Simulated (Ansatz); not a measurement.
# GaP: the cost of one run

Program: Ansatz 0.2.0. Level of theory: DFT PBE, scalar-relativistic, plane waves, PAW. These are calculated values, not measurements.

1 further run of the same task is left out (set aside as unsound or not needed).

## (1) The system as given

Symmetry: F-43m, No. 216, cubic system. The conventional cell has a = 4.548 Å, b = 4.548 Å, c = 4.548 Å, α = 90.00°, β = 90.00°, γ = 90.00°. B (site symmetry -43m) is surrounded by 4 P at 1.97 Å. P (site symmetry -43m) is surrounded by 4 B at 1.97 Å.

As a file:

```
CELL_PARAMETERS angstrom
0.00000 2.27410 2.27410
2.27410 0.00000 2.27410
2.27410 2.27410 0.00000
ATOMIC_POSITIONS crystal
B 0.00000 0.00000 0.00000
P 0.25000 0.25000 0.25000
```

It goes back to an entry of the Materials Project.

This cell was relaxed beforehand with the same method: volume 11.76 Å³/atom, gap on the mesh 1.25 eV.

## (2) Swap B → Ga

The start of GaP: fractional positions of relaxed BP, cell scaled by 1.124, a guess from tabulated radii.

## (3) A first look at the start (GaP)

File input.yaml:

```yaml
crystal:
  lattice:
    - [0.0, 2.5566930248, 2.5566930248]
    - [2.5566930248, 0.0, 2.5566930248]
    - [2.5566930248, 2.5566930248, 0.0]
  atoms:
    - { symbol: Ga, position: [0.0, 0.0, 0.0] }
    - { symbol: P, position: [0.25, 0.25, 0.25] }
basis:
  ecutwfc: 420
kpoints:
  mp_grid: { grid: [6, 6, 6] }
hamiltonian:
  xc: pbe
scf:
  occupations: { method: gaussian, width: 0.1 }
output:
  forces: true
  stress: true
  eigenvalues: true
```

Q: Estimate wall time and peak memory on 1 thread of an Arm CPU, shared host.

About 1.1 s, with a peak of 0.27 GiB.
